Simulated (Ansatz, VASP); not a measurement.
One calculation of Sb, two programs

```xyz
3
Lattice="4.7776 0.0000 0.0000 -2.3888 4.1375 0.0000 0.0000 0.0000 2.8508" Properties=species:S:1:pos:R:3 pbc="T T T"
Sb    0.0000    0.0000    0.0000
Sb    0.0000    2.7583    1.4254
Sb    2.3888    1.3792    1.4254
```

Change from the starting cell: volume scaled by 0.68, PAW files.

Alike in both runs: task single point; functional PBE; k mesh 7 × 7 × 9; occupations fermi-dirac, width 0.1 eV; no spin polarisation.

|  | VASP | Ansatz |
| --- | --- | --- |
| version | VASP 6.6.1 | Ansatz 0.2.0 |
| potentials or method | VASP PAW PBE potentials, release 64 (Sb) | PAW with Ansatz's default frozen-core files, scalar-relativistic |
| plane-wave cutoff (eV) | 520 | 420 |
| valence electrons in the cell | 15 | 45 |

```csv
,VASP,Ansatz,Ansatz less VASP
pressure (GPa),55.1,54.6,-0.50
largest component of the traceless stress (GPa),0.20,0.20,+0.004
```

The functional is the same, so the differences come from potentials, cutoffs and numerics. The two sets of potentials don't hold the same shells in valence.

Caveats: so large a pressure means that the cell lies far from this level's equilibrium, or that cutoff or potentials fall short (VASP). The runs have no spin-orbit coupling, so splittings on Sb are missing.
